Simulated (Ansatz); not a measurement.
# Al32O: the cost of one run

Program: Ansatz 0.2.0. Level of theory: DFT PBE+D3(BJ), plane waves, PAW, scalar-relativistic, no spin polarisation. These are calculated values, not measurements.

## 1. The starting structure

The cell holds 33 atoms (Al32O): a = 8.100 Å, b = 8.100 Å, c = 8.100 Å, α = 90.00°, β = 90.00°, γ = 90.00°.

Its coordinates follow in the input file.

## 2. Relaxing the start

input.yaml

```yaml
crystal:
  lattice:
    - [8.1, 0.0, 0.0]
    - [0.0, 8.1, 0.0]
    - [0.0, 0.0, 8.1]
  atoms:
    - { symbol: Al, position: [0.5, 0.0, 0.0] }
    - { symbol: Al, position: [0.75, 0.25, 0.0] }
    - { symbol: Al, position: [0.75, 0.0, 0.25] }
    - { symbol: Al, position: [0.0, 0.0, 0.0] }
    - { symbol: Al, position: [0.25, 0.25, 0.0] }
    - { symbol: Al, position: [0.5, 0.5, 0.0] }
    - { symbol: Al, position: [0.75, 0.75, 0.0] }
    - { symbol: Al, position: [0.25, 0.0, 0.25] }
    - { symbol: Al, position: [0.5, 0.25, 0.25] }
    - { symbol: Al, position: [0.75, 0.5, 0.25] }
    - { symbol: Al, position: [0.5, 0.0, 0.5] }
    - { symbol: Al, position: [0.75, 0.25, 0.5] }
    - { symbol: Al, position: [0.75, 0.0, 0.75] }
    - { symbol: Al, position: [0.0, 0.5, 0.0] }
    - { symbol: Al, position: [0.25, 0.75, 0.0] }
    - { symbol: Al, position: [0.0, 0.25, 0.25] }
    - { symbol: Al, position: [0.25, 0.5, 0.25] }
    - { symbol: Al, position: [0.5, 0.75, 0.25] }
    - { symbol: Al, position: [0.0, 0.0, 0.5] }
    - { symbol: Al, position: [0.25, 0.25, 0.5] }
    - { symbol: Al, position: [0.5, 0.5, 0.5] }
    - { symbol: Al, position: [0.75, 0.75, 0.5] }
    - { symbol: Al, position: [0.25, 0.0, 0.75] }
    - { symbol: Al, position: [0.5, 0.25, 0.75] }
    - { symbol: Al, position: [0.75, 0.5, 0.75] }
    - { symbol: Al, position: [0.0, 0.75, 0.25] }
    - { symbol: Al, position: [0.0, 0.5, 0.5] }
    - { symbol: Al, position: [0.25, 0.75, 0.5] }
    - { symbol: Al, position: [0.0, 0.25, 0.75] }
    - { symbol: Al, position: [0.25, 0.5, 0.75] }
    - { symbol: Al, position: [0.5, 0.75, 0.75] }
    - { symbol: Al, position: [0.0, 0.75, 0.75] }
    - { symbol: O, position: [0.1260966, 0.6236381, 0.6278486] }
basis:
  ecutwfc: 420.0
kpoints:
  mp_grid: { grid: [2, 2, 2] }
hamiltonian:
  xc: pbe
  dispersion: d3bj
scf:
  occupations: { method: fermi_dirac, width: 0.15 }
  lower_state_search: "off"
relax:
  f_tol: 0.08
  max_steps: 25
  adjacent_minimum: "off"
```

Run with:

```console
> ansatz run input.yaml --threads 2 --pin off --max-ram 5120MiB --backend cpu --events-out ev --progress --plain --runs-dir out
```

Q: Estimate wall time and peak memory on 2 threads of AMD EPYC 9R14 (Zen 4), shared host.

About 18 s, with a peak of 1.1 GiB.
